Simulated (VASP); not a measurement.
Calculation: PBE GGA with spin-orbit coupling, VASP's PBE PAW potentials (set 64) (plane waves; VASP).

The input files of a VASP run:

### KPOINTS
```
Automatic mesh
0
Gamma
6 6 3
0 0 0
```

### POSCAR
```
InN
1
    1.7700000000    -3.0657300000     0.0000000000
    1.7700000000     3.0657300000     0.0000000000
    0.0000000000     0.0000000000     5.7000000000
In N
2 2
Direct
  0.6666670000   0.3333330000   0.5000000000
  0.3333330000   0.6666670000   0.0000000000
  0.6666670000   0.3333330000   0.8790000000
  0.3333330000   0.6666670000   0.3790000000
```

### INCAR
```
SYSTEM=InN
PREC=Accurate; ENCUT=520; LREAL=.False.
LASPH=.True.
EDIFF=1E-6; NELM=100; ALGO=Normal
LMAXMIX=4
ISMEAR=0; SIGMA=0.05
GGA=PE; GGA_COMPAT=.False.
MAGMOM=0 0 0 0 0 0 0 0 0 0 0 0
LSORBIT=.True.
ISIF=2
LWAVE=.False.; LCHARG=.False.
```

POTCAR, in this order: In_d N (PBE.64 set). Program: vasp_ncl.

What VASP printed:

File OUTCAR:
```
 ion  position               nearest neighbor table
   1  0.667  0.333  0.500-   4 2.16   4 2.16   4 2.16   3 2.16   2 3.51   2 3.51   2 3.51   2 3.51
                             2 3.51   2 3.51
   2  0.333  0.667  0.000-   3 2.16   3 2.16   3 2.16   4 2.16   1 3.51   1 3.51   1 3.51   1 3.51
                             1 3.51   1 3.51
   3  0.667  0.333  0.879-   2 2.16   2 2.16   2 2.16   1 2.16
   4  0.333  0.667  0.379-   1 2.16   1 2.16   1 2.16   2 2.16
  LATTYP: Found a hexagonal cell.
 ALAT       =     3.5400000611
 C/A-ratio  =     1.6101694637
 Subroutine PRICEL returns:
 Original cell was already a primitive cell.
 Subroutine GETGRP returns: Found 12 space group operations
The static configuration has the point symmetry C_3v.
 The point group associated with its full space group is C_6v.
The dynamic configuration has the point symmetry C_3v.
The overall configuration has the point symmetry C_3v.
 Subroutine INISYM returns: Found 12 space group operations
 Subroutine IBZKPT returns following result:
 Found     21 irreducible k-points:

 Following reciprocal coordinates:
            Coordinates               Weight
  0.000000  0.000000  0.000000      1.000000
  0.166667 -0.000000  0.000000      6.000000
  0.333333 -0.000000  0.000000      6.000000
  0.500000 -0.000000  0.000000      3.000000
  0.166667  0.166667  0.000000      6.000000
  0.333333  0.166667  0.000000     12.000000
  0.333333  0.333333  0.000000      2.000000
  0.000000  0.000000  0.333333      1.000000
  0.000000  0.000000 -0.333333      1.000000
  0.166667 -0.000000  0.333333      6.000000
 -0.166667  0.000000 -0.333333      6.000000
  0.333333 -0.000000  0.333333      6.000000
 -0.333333  0.000000 -0.333333      6.000000
  0.500000 -0.000000  0.333333      3.000000
  0.500000 -0.000000 -0.333333      3.000000
  0.166667  0.166667  0.333333      6.000000
 -0.166667 -0.166667 -0.333333      6.000000
  0.333333  0.166667  0.333333     12.000000
 -0.333333 -0.166667 -0.333333     12.000000
  0.333333  0.333333  0.333333      2.000000
 -0.333333 -0.333333 -0.333333      2.000000
   k-points           NKPTS =     21   k-points in BZ     NKDIM =     21   number of bands    NBANDS=     44
   number of dos      NEDOS =    301   number of ions     NIONS =      4
   total plane-waves  NPLWV =  32928
   dimension x,y,z NGX =    28 NGY =   28 NGZ =   42
   dimension x,y,z NGXF=    56 NGYF=   56 NGZF=   84
   ions per type =               2   2
   PREC   = accura    normal or accurate (medium, high low for compatibility)
   ISTART =      0    job   : 0-new  1-cont  2-samecut
   ICHARG =      2    charge: 1-file 2-atom 10-const
   ISPIN  =      1    spin polarized calculation?
   LNONCOLLINEAR =      T non collinear calculations
   LSORBIT =      T    spin-orbit coupling
   INIWAV =      1    electr: 0-lowe 1-rand  2-diag
   ENCUT  =  520.0 eV  38.22 Ry    6.18 a.u.   6.58  6.58 10.60*2*pi/ulx,y,z
   NELM   =    100;   NELMIN=  2; NELMDL= -5     # of ELM steps
   EDIFF  = 0.1E-05   stopping-criterion for ELM
   LREAL  =      F    real-space projection
   NLSPLINE    = F    spline interpolate recip. space projectors
   LMAXMIX     =    4 max onsite mixed and CHGCAR
   VOSKOWN=      0    Vosko Wilk Nusair interpolation
   EDIFFG = 0.1E-04   stopping-criterion for IOM
   NSW    =      0    number of steps for IOM
   NBLOCK =      1;   KBLOCK =      1    inner block; outer block
   IBRION =     -1    ionic relax: 0-MD 1-quasi-New 2-CG
   NFREE  =      0    steps in history (QN), initial steepest desc. (CG)
   ISIF   =      2    stress and relaxation
   ISYM   =      2    0-nonsym 1-usesym 2-fastsym
   TEIN   =    0.0    initial temperature
   TEBEG  =    0.0;   TEEND  =   0.0 temperature during run
   SMASS  =  -3.00    Nose mass-parameter (am)
   PSTRESS=    0.0 pullay stress
...
```

### OSZICAR
```
       N       E                     dE             d eps       ncg     rms          rms(c)
DAV:   1     0.436866669033E+03    0.43687E+03   -0.17174E+04  1856   0.230E+03
DAV:   2     0.563963919324E+02   -0.38047E+03   -0.36953E+03  1872   0.585E+02
DAV:   3    -0.199243766869E+02   -0.76321E+02   -0.74162E+02  2252   0.245E+02
DAV:   4    -0.258993839466E+02   -0.59750E+01   -0.59314E+01  2392   0.713E+01
DAV:   5    -0.260169950346E+02   -0.11761E+00   -0.11739E+00  2352   0.113E+01    0.146E+01
DAV:   6    -0.212951887000E+02    0.47218E+01   -0.19719E+01  2904   0.612E+01    0.112E+01
DAV:   7    -0.214678357434E+02   -0.17265E+00   -0.26711E+00  2120   0.139E+01    0.340E+00
DAV:   8    -0.214340793733E+02    0.33756E-01   -0.22388E-01  3020   0.541E+00    0.191E+00
DAV:   9    -0.214256978413E+02    0.83815E-02   -0.54316E-02  2912   0.355E+00    0.645E-01
DAV:  10    -0.214246512823E+02    0.10466E-02   -0.58443E-03  2644   0.108E+00    0.308E-01
DAV:  11    -0.214244889608E+02    0.16232E-03   -0.55902E-03  3236   0.813E-01    0.153E-01
DAV:  12    -0.214246884541E+02   -0.19949E-03   -0.10939E-03  2608   0.386E-01    0.505E-02
DAV:  13    -0.214246910063E+02   -0.25522E-05   -0.56496E-05  2412   0.816E-02    0.225E-02
DAV:  14    -0.214246917883E+02   -0.78199E-06   -0.30030E-06  2296   0.171E-02
   1 F= -.21424692E+02 E0= -.21424340E+02  d E =-.704508E-03  mag=     0.0000    -0.0000    -0.0000
```

OUTCAR:
```
------------------------ aborting loop because EDIFF is reached ----------------------------------------
  FORCE on cell =-STRESS in cart. coord.  units (eV):
  Direction    XX          YY          ZZ          XY          YZ          ZX
  --------------------------------------------------------------------------------------
  Total        1.9286784      1.9286785      2.2120889      0.0000000     -0.0000000      0.0000000
  in kB       49.9526320     49.9526343     57.2929431      0.0000000     -0.0000000      0.0000000
  external PRESSURE =      52.3994031 kB  Pullay stress =       0.0000000 kB
  volume of cell :       61.86
      direct lattice vectors                 reciprocal lattice vectors
     1.770000000 -3.065730000  0.000000000     0.282485876 -0.163093293  0.000000000
     1.770000000  3.065730000  0.000000000     0.282485876  0.163093293  0.000000000
     0.000000000  0.000000000  5.700000000     0.000000000  0.000000000  0.175438596
 POSITION                                       TOTAL-FORCE (eV/Angst)
 -----------------------------------------------------------------------------------
      1.77000     -1.02191      2.85000         0.000000     -0.000000     -0.032494
      1.77000      1.02191      0.00000        -0.000000      0.000000     -0.032494
      1.77000     -1.02191      5.01030         0.000000     -0.000000      0.032494
      1.77000      1.02191      2.16030         0.000000      0.000000      0.032494
 -----------------------------------------------------------------------------------
    total drift:                               -0.000000      0.001515      0.000598
  FREE ENERGIE OF THE ION-ELECTRON SYSTEM (eV)
  ---------------------------------------------------
  free  energy   TOTEN  =       -21.4246917883 eV

  energy  without entropy=      -21.4239872804  energy(sigma->0) =      -21.42433953

 Ion:    1  E_soc:     -0.0656882

 Ion:    2  E_soc:     -0.0656882

 Ion:    3  E_soc:     -0.0001835

 Ion:    4  E_soc:     -0.0001835
```
(Selected blocks of OUTCAR.)

The compound is InN in the wurtzite structure. The cell was not relaxed at this level. The k-mesh is coarse (spacing up to 0.37 per Å, 2π included), so the numbers may not be converged in it.
